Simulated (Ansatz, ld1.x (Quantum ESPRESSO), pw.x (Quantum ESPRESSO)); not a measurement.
## What a changed setting does to a pw.x run (fcc Si)

Potential: ultrasoft, ld1.x (Quantum ESPRESSO) 7.5, PBE; core [Ne], reference 3s2 3p2; waves: 3s (bound): rcut 1.55, rcutus 1.65 bohr; 3s channel at 0.4 Ry: rcut 1.55, rcutus 1.65 bohr; 3p (bound): rcut 1.30, rcutus 1.65 bohr; 3p channel at 3.75 Ry: rcut 1.30, rcutus 1.65 bohr; local part: all-electron potential smoothed inside 1.30 bohr (lloc = -1); core correction: a·sin(br)/r model core inside 1.45 bohr; augmentation: built from norm-conserving waves at rcut, not smoothed further.

The reference run (k-mesh 15³, cutoffs 40/600 Ry, Fermi–Dirac 0.01 Ry, mixing_beta 0.4, conv_thr 1e-9, no spin) gives 1.36 GPa at 14.425 Å³/atom, where all-electron LAPW gives 0.32 GPa. This run, with its own iteration cap, changes nbnd to 14.

```
&control
  calculation='scf', prefix='x', pseudo_dir='./', outdir='./tmp', tstress=.true., disk_io='none'
/
&system
  ibrav=0, nat=1, ntyp=1, ecutwfc=40, ecutrho=600, nbnd=14,
  occupations='smearing', smearing='fd', degauss=0.01
/
&electrons
  conv_thr=1e-09, mixing_beta=0.4, electron_maxstep=60
/
ATOMIC_SPECIES
Si 1.0 Si.UPF
CELL_PARAMETERS angstrom
  0.00000000 1.93209559 1.93209559
  1.93209559 0.00000000 1.93209559
  1.93209559 1.93209559 0.00000000
ATOMIC_POSITIONS crystal
Si 0.0000 0.0000 0.0000
K_POINTS automatic
15 15 15 0 0 0
```

```bash
pw.x < Si.scf.in > Si.scf.out
```

**Question.** How does the run end?

**Answer.** It converges in 6 iterations; the free energy moves by +0.0 meV/atom and the pressure by +0.00 GPa. The result is that of the reference run.

```
Message from routine setup:
     using ibrav=0 with symmetry is DISCOURAGED, use correct ibrav instead
     lattice parameter (alat)  =       5.1635  a.u.
     unit-cell volume          =      97.3447 (a.u.)^3
     number of electrons       =         4.00
     number of Kohn-Sham states=           14
     kinetic-energy cutoff     =      40.0000  Ry
     charge density cutoff     =     600.0000  Ry
     scf convergence threshold =      1.0E-09
     Exchange-correlation= PBE
     number of k points=   120  Fermi-Dirac smearing, width (Ry)=  0.0100
     iteration #  1     ecut=    40.00 Ry     beta= 0.40
     total energy              =      -8.20413508 Ry
     estimated scf accuracy    <       0.00406699 Ry
     iteration #  2     ecut=    40.00 Ry     beta= 0.40
     total energy              =      -8.20372515 Ry
     estimated scf accuracy    <       0.00125134 Ry
     iteration #  3     ecut=    40.00 Ry     beta= 0.40
     total energy              =      -8.20377893 Ry
     estimated scf accuracy    <       0.00000362 Ry
     iteration #  4     ecut=    40.00 Ry     beta= 0.40
     total energy              =      -8.20378049 Ry
     estimated scf accuracy    <       0.00000002 Ry
     iteration #  5     ecut=    40.00 Ry     beta= 0.40
     total energy              =      -8.20378051 Ry
     estimated scf accuracy    <          1.2E-09 Ry
     iteration #  6     ecut=    40.00 Ry     beta= 0.40
     the Fermi energy is    10.8034 ev
!    total energy              =      -8.20378051 Ry
     estimated scf accuracy    <          3.1E-11 Ry
     smearing contrib. (-TS)   =      -0.00200894 Ry
     The total energy is F=E-TS. E is the sum of the following terms:
     one-electron contribution =       4.71074917 Ry
     hartree contribution      =       0.02909961 Ry
     xc contribution           =      -2.89572185 Ry
     ewald contribution        =     -10.04589850 Ry
     convergence has been achieved in   6 iterations
          total   stress  (Ry/bohr**3)                   (kbar)     P=       13.64
     Message from routine punch:
     Nothing written, as per user request (disk_io='none')
```

The run took about 10 s on one core of a shared host (Neoverse-V1, 32 threads, 247 GiB, load 13).
